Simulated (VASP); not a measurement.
# Al2O3 (Corundum) (R-3c) in VASP: further runs, part 2 of 2

VASP 6.6.1. Earlier steps stand in the parts before.

### Step 3. Optical spectrum, PBE

Contents of INCAR:

```
SYSTEM = Al2O3
PREC = Accurate ; ENCUT = 520
EDIFF = 1E-6 ; ISMEAR = 0
SIGMA = 0.02 ; LREAL = .FALSE.
LASPH = .TRUE. ; NELM = 100
ALGO = Normal ; ISIF = 2
LWAVE = .FALSE. ; LCHARG = .FALSE.
GGA = PE ; LOPTICS = .TRUE.
NBANDS = 56 ; NEDOS = 1000
CSHIFT = 0.1
```

Contents of KPOINTS:

```
regular mesh
0
G
  5 5 5
  0 0 0
```

Contents of POSCAR:

```
Al2O3
1.0
    2.3802500000      1.3742379782      4.3318666667
   -2.3802500000      1.3742379782      4.3318666667
    0.0000000000     -2.7484759565      4.3318666667
Al O
4 6
Direct
    0.8521600000      0.8521600000      0.8521600000
    0.6478400000      0.6478400000      0.6478400000
    0.1478400000      0.1478400000      0.1478400000
    0.3521600000      0.3521600000      0.3521600000
    0.0566800000      0.7500000000      0.4433200000
    0.7500000000      0.4433200000      0.0566800000
    0.4433200000      0.0566800000      0.7500000000
    0.9433200000      0.2500000000      0.5566800000
    0.2500000000      0.5566800000      0.9433200000
    0.5566800000      0.9433200000      0.2500000000
```

Potentials or basis: VASP PAW PBE potentials, release 64 (Al, O).

The run is started by

```sh
$ cat potpaw_PBE.64/Al/POTCAR potpaw_PBE.64/O/POTCAR > POTCAR
$ mpirun -np 1 vasp_std > vasp.out
```

OUTCAR:

```text
SYSTEM = Al2O3
   PREC = Accurate
   ENCUT = 520
   EDIFF = 1E-6
   ISMEAR = 0
   LREAL = .FALSE.
   LASPH = .TRUE.
   NELM = 100
   ISIF = 2
   GGA = PE

 ion  position               nearest neighbor table
   1  0.852  0.852  0.852-   8 1.85   9 1.85  10 1.85   6 1.97   7 1.97   5 1.97   2 2.66   3 2.79
                             3 2.79   3 2.79   2 3.22   2 3.22   2 3.22
   2  0.648  0.648  0.648-   9 1.85   8 1.85  10 1.85   5 1.97   7 1.97   6 1.97   1 2.66   4 2.79
                             4 2.79   4 2.79   1 3.22   1 3.22   1 3.22
   3  0.148  0.148  0.148-   5 1.85   6 1.85   7 1.85   9 1.97  10 1.97   8 1.97   4 2.66   1 2.79
                             1 2.79   1 2.79   4 3.22   4 3.22   4 3.22
   4  0.352  0.352  0.352-   6 1.85   5 1.85   7 1.85   8 1.97  10 1.97   9 1.97   3 2.66   2 2.79
                             2 2.79   2 2.79   3 3.22   3 3.22   3 3.22
   5  0.057  0.750  0.443-   3 1.85   4 1.85   2 1.97   1 1.97
   6  0.750  0.443  0.057-   4 1.85   3 1.85   1 1.97   2 1.97
   7  0.443  0.057  0.750-   3 1.85   4 1.85   1 1.97   2 1.97
   8  0.943  0.250  0.557-   1 1.85   2 1.85   4 1.97   3 1.97
   9  0.250  0.557  0.943-   2 1.85   1 1.85   3 1.97   4 1.97
  10  0.557  0.943  0.250-   1 1.85   2 1.85   3 1.97   4 1.97

  LATTYP: Found a trigonal (rhomboedric) cell.
 ALAT       =     5.1302230849
 COS(alpha) =     0.5694707703

  Lattice vectors:

 A1 = (   2.3802500000,   1.3742379782,   4.3318666667)
 A2 = (  -2.3802500000,   1.3742379782,   4.3318666667)
 A3 = (   0.0000000000,  -2.7484759565,   4.3318666667)

Analysis of symmetry for initial positions (statically):
=====================================================================
 Subroutine PRICEL returns:
 Original cell was already a primitive cell.

 Routine SETGRP: Setting up the symmetry group for a
 trigonal (rhombohedral) supercell.

 Subroutine GETGRP returns: Found 12 space group operations
 (whereof  6 operations were pure point group operations)
 out of a pool of 12 trial point group operations.

The static configuration has the point symmetry S_6 .
 The point group associated with its full space group is D_3d.

Analysis of symmetry for dynamics (positions and initial velocities):
=====================================================================
 Subroutine PRICEL returns:
 Original cell was already a primitive cell.

 Routine SETGRP: Setting up the symmetry group for a
 trigonal (rhombohedral) supercell.

 Subroutine GETGRP returns: Found 12 space group operations
 (whereof  6 operations were pure point group operations)
 out of a pool of 12 trial point group operations.

[... 911 lines left out ...]

  FORCE on cell =-STRESS in cart. coord.  units (eV):
  Direction    XX          YY          ZZ          XY          YZ          ZX
  --------------------------------------------------------------------------------------
  -------------------------------------------------------------------------------------
  Total        3.9317047      3.9317047      3.5958351      0.0000000     -0.0000000      0.0000000
  in kB       74.0935882     74.0935882     67.7640726      0.0000000     -0.0000000      0.0000000
  external PRESSURE =      71.9837497 kB  Pullay stress =       0.0000000 kB

 VOLUME and BASIS-vectors are now :
 -----------------------------------------------------------------------------
  energy-cutoff  :      520.00
  volume of cell :       85.02
      direct lattice vectors                 reciprocal lattice vectors
     2.380250000  1.374237978  4.331866667     0.210061968  0.121279334  0.076949121
    -2.380250000  1.374237978  4.331866667    -0.210061968  0.121279334  0.076949121
     0.000000000 -2.748475957  4.331866667     0.000000000 -0.242558668  0.076949121

 POSITION                                       TOTAL-FORCE (eV/Angst)
 -----------------------------------------------------------------------------------
      0.00000     -0.00000     11.07433        -0.000000      0.000000     -0.026716
      0.00000     -0.00000      8.41907        -0.000000     -0.000000      0.026716
      0.00000     -0.00000      1.92127        -0.000000     -0.000000      0.026716
      0.00000     -0.00000      4.57653        -0.000000      0.000000     -0.026716
     -1.65027     -0.10988      5.41483        -0.012845     -0.022249      0.000000
      0.72998      1.48412      5.41483        -0.012845      0.022249      0.000000
      0.92030     -1.37424      5.41483         0.025691      0.000000      0.000000
      1.65027      0.10988      7.58077         0.012845      0.022249      0.000000
     -0.72998     -1.48412      7.58077         0.012845     -0.022249      0.000000
     -0.92030      1.37424      7.58077        -0.025691      0.000000      0.000000
 -----------------------------------------------------------------------------------
    total drift:                               -0.000000      0.000000     -0.000000

  FREE ENERGIE OF THE ION-ELECTRON SYSTEM (eV)
  ---------------------------------------------------
  free  energy   TOTEN  =       -74.7524116104 eV

  energy  without entropy=      -74.7524116104  energy(sigma->0) =      -74.75241161

 electrical conductivity sigma (Mega S m-1) (frequency dependency in vasprun.xml)
  --------------------------------------------------------------------------------------
       0.000       0.000      -0.000
      -0.000       0.000      -0.000
       0.000      -0.000       0.000

  frequency dependent IMAGINARY DIELECTRIC FUNCTION (independent particle, no local field effects) density-density
     E(ev)      X         Y         Z        XY        YZ        ZX
  --------------------------------------------------------------------------------------------------------------
     0.00000     0.00000     0.00000     0.00000     0.00000     0.00000     0.00000
     0.54659     0.00161     0.00161     0.00156    -0.00000    -0.00000    -0.00000
     1.09317     0.00328     0.00328     0.00318    -0.00000    -0.00000    -0.00000
     1.63976     0.00506     0.00506     0.00491    -0.00000    -0.00000    -0.00000
     2.18635     0.00703     0.00703     0.00682    -0.00000    -0.00000    -0.00000
     2.73293     0.00929     0.00929     0.00901    -0.00000    -0.00000    -0.00000
[... 92 lines left out ...]
    53.56550     0.00074     0.00074     0.00074    -0.00000    -0.00000    -0.00000
    54.11209     0.00071     0.00071     0.00071    -0.00000    -0.00000    -0.00000

  frequency dependent      REAL DIELECTRIC FUNCTION (independent particle, no local field effects) density-density
     E(ev)        X           Y           Z          XY          YZ          ZX
  --------------------------------------------------------------------------------------------------------------
     0.00000     3.18998     3.18998     3.15087    -0.00000    -0.00000     0.00000
     0.54659     3.19438     3.19438     3.15514    -0.00000    -0.00000     0.00000
     1.09317     3.20772     3.20772     3.16807    -0.00000    -0.00000     0.00000
     1.63976     3.23046     3.23046     3.19011    -0.00000    -0.00000     0.00000
     2.18635     3.26340     3.26340     3.22203    -0.00000    -0.00000     0.00000
     2.73293     3.30782     3.30782     3.26510    -0.00000    -0.00000     0.00000
[... 92 lines left out ...]
    53.56550     0.82507     0.82507     0.82523    -0.00000     0.00000    -0.00000
    54.11209     0.82904     0.82904     0.82920    -0.00000     0.00000    -0.00000

  frequency dependent IMAGINARY DIELECTRIC FUNCTION (independent particle, no local field effects) current-current
     E(ev)      X         Y         Z        XY        YZ        ZX
  --------------------------------------------------------------------------------------------------------------
     0.00000     8.01294     8.01294     7.86962     0.00000    -0.00000     0.00000
     0.54659     0.80449     0.80449     0.79006     0.00000    -0.00000     0.00000
     1.09317     0.40716     0.40716     0.39979     0.00000    -0.00000     0.00000
     1.63976     0.27709     0.27709     0.27200     0.00000    -0.00000     0.00000
     2.18635     0.21406     0.21406     0.21006     0.00000    -0.00000     0.00000
     2.73293     0.17816     0.17816     0.17475     0.00000    -0.00000     0.00000
[... 92 lines left out ...]
    53.56550     0.00009     0.00009     0.00009     0.00000    -0.00000    -0.00000
    54.11209     0.00008     0.00008     0.00008     0.00000    -0.00000    -0.00000

  frequency dependent      REAL DIELECTRIC FUNCTION (independent particle, no local field effects) current-current
     E(ev)        X           Y           Z          XY          YZ          ZX
  --------------------------------------------------------------------------------------------------------------
     0.00000     3.18925     3.18925     3.15010     0.00000    -0.00000     0.00000
     0.54659     3.19360     3.19360     3.15432     0.00000    -0.00000     0.00000
     1.09317     3.20693     3.20693     3.16724     0.00000    -0.00000     0.00000
     1.63976     3.22965     3.22965     3.18925     0.00000    -0.00000     0.00000
     2.18635     3.26256     3.26256     3.22115     0.00000    -0.00000     0.00000
     2.73293     3.30694     3.30694     3.26417     0.00000    -0.00000     0.00000
[... 92 lines left out ...]
    53.56550     0.82507     0.82507     0.82523    -0.00000     0.00000    -0.00000
    54.11209     0.82904     0.82904     0.82921    -0.00000     0.00000    -0.00000
```

It took 38 s on 1 thread of Intel Xeon 6975P-C (Granite Rapids), shared host; peak memory 0.32 GiB.

What came out:

```
Free energy            : -74.7524 eV
Pressure               : 7.2 GPa
Largest force          : 0.027 eV/Å
Band gap on the k mesh : 6.22 eV, direct
```

Forces on the atoms (eV/Å):
```
Al   0.000  0.000 -0.027
Al   0.000  0.000  0.027
Al   0.000  0.000  0.027
Al   0.000  0.000 -0.027
O   -0.013 -0.022  0.000
O   -0.013  0.022  0.000
O    0.026  0.000  0.000
O    0.013  0.022  0.000
O    0.013 -0.022  0.000
O   -0.026  0.000  0.000
```

Dielectric function (mean over the directions given):
```tsv
energy (eV)	real part	imaginary part
0.27	3.18	0.00
1.26	3.20	0.00
2.30	3.26	0.01
3.33	3.36	0.01
4.37	3.52	0.02
5.41	3.80	0.04
6.45	4.09	0.17
7.49	3.99	0.99
8.53	4.97	0.98
9.57	6.34	1.86
10.60	5.43	4.14
11.64	2.75	5.15
12.68	1.83	4.35
13.72	1.88	3.65
14.76	0.99	4.11
15.80	0.46	4.63
16.83	-0.40	3.51
17.87	-0.97	2.76
18.91	-1.42	2.15
19.95	-0.89	1.39
```

Caveat: spectra need much finer meshes, so this one isn't converged; independent-particle spectra lack excitons.

### Step 4. Against experiment

Step 2. A measured gap of Al2O3 is 8.7 eV (optical; quoted in “Multi-petahertz electron interference in Cr:Al2O3 solid-state material”, 2018, pmc:5906618); the calculated 6.22 eV misses it by -2.48 eV. The value is that of PBE, without temperature or zero-point motion. Semilocal functionals fall short of measured gaps as a rule.

Step 3. A measured gap of Al2O3 is 8.7 eV (optical; quoted in “Multi-petahertz electron interference in Cr:Al2O3 solid-state material”, 2018, pmc:5906618); the calculated 6.22 eV misses it by -2.48 eV. The value is that of PBE, without temperature or zero-point motion. Semilocal functionals fall short of measured gaps as a rule.
